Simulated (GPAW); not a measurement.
Write an ASE script for GPAW 26.7.0 that does the following.

- Task: band structure
- Functional: LDA
- Potentials or basis: PAW data sets generated in the run's folder for this functional
- Cutoff: 600 eV
- Basis: pw
- k mesh: 5 × 5 × 4
- Occupations: fermi-dirac, width 0.05 eV
- Spin: no spin polarisation
- Maxiter: 150
- Band path: GMKGALHA,LM,KH
- Band points: 80

The structure of Se lies in Se.xyz:

```xyz
3
Lattice="4.3662000000 0.0000000000 0.0000000000 -2.1831000000 3.7812401180 0.0000000000 0.0000000000 0.0000000000 4.9536000000" Properties=species:S:1:pos:R:3 pbc="T T T"
Se     1.6910292600      2.9289485954      0.0000000000
Se    -0.4920707400      0.8522915226      3.3024000002
Se     0.9841414800      0.0000000000      1.6511999998
```

The input as run:

run.py

```python
from ase.dft.bandgap import bandgap
from ase.io import read, write
from ase.units import GPa
from gpaw import GPAW, PW, setup_paths

setup_paths.insert(0, '.')

atoms = read('Se.xyz')

calc = GPAW(mode=PW(600),
            xc='LDA',
            kpts={'size': (5, 5, 4), 'gamma': True},
            occupations={'name': 'fermi-dirac', 'width': 0.05},
            nbands=19,
            convergence={'density': 1e-05, 'energy': 1e-05},
            maxiter=150,
            txt='gpaw.txt')
atoms.calc = calc
energy = atoms.get_potential_energy()
forces = atoms.get_forces()
stress = atoms.get_stress()
calc.write('gs.gpw')
write('result.traj', atoms)
print(f'Energy: {energy:.6f} eV')
print('Forces (eV/A):')
print(forces.round(4))
print('Stress (GPa):', (stress / GPa).round(3))
print('Fermi level:', round(calc.get_fermi_level(), 4), 'eV')
print(f'Gap: {bandgap(calc)[0]:.4f} eV, direct: {bandgap(calc, direct=True)[0]:.4f} eV')

path = atoms.cell.bandpath('GMKGALHA,LM,KH', npoints=80, eps=1e-4)
bs_calc = calc.fixed_density(kpts=path, symmetry='off', nbands=34,
                             convergence={'bands': 'CBM+6.0', 'eigenstates': 1e-6}, txt='bands.txt')
bs = bs_calc.band_structure()
bs.write('bs.json')
print(f'Gap on the path: {bandgap(bs_calc)[0]:.4f} eV')
```

Potentials or basis: PAW data sets generated in the run's folder for this functional, pw.

Run with:

```console
$ gpaw-setup -f LDA Se
$ OMP_NUM_THREADS=1 python run.py
```

Results of the run:

```
Pressure                : -1.2 GPa
Largest force           : 0.242 eV/Å
Band gap on the k mesh  : 1.11 eV, indirect (least direct gap 1.25 eV)
Band gap along the path : 0.91 eV, indirect (least direct gap 1.10 eV)
```

Caveat: the mesh misses the band edges, which the band path finds closer together.

It took 64 s on 1 thread of Intel(R) Xeon(R) CPU @ 2.60GHz (Ice Lake), with other jobs on the host, peak memory 0.36 GiB.
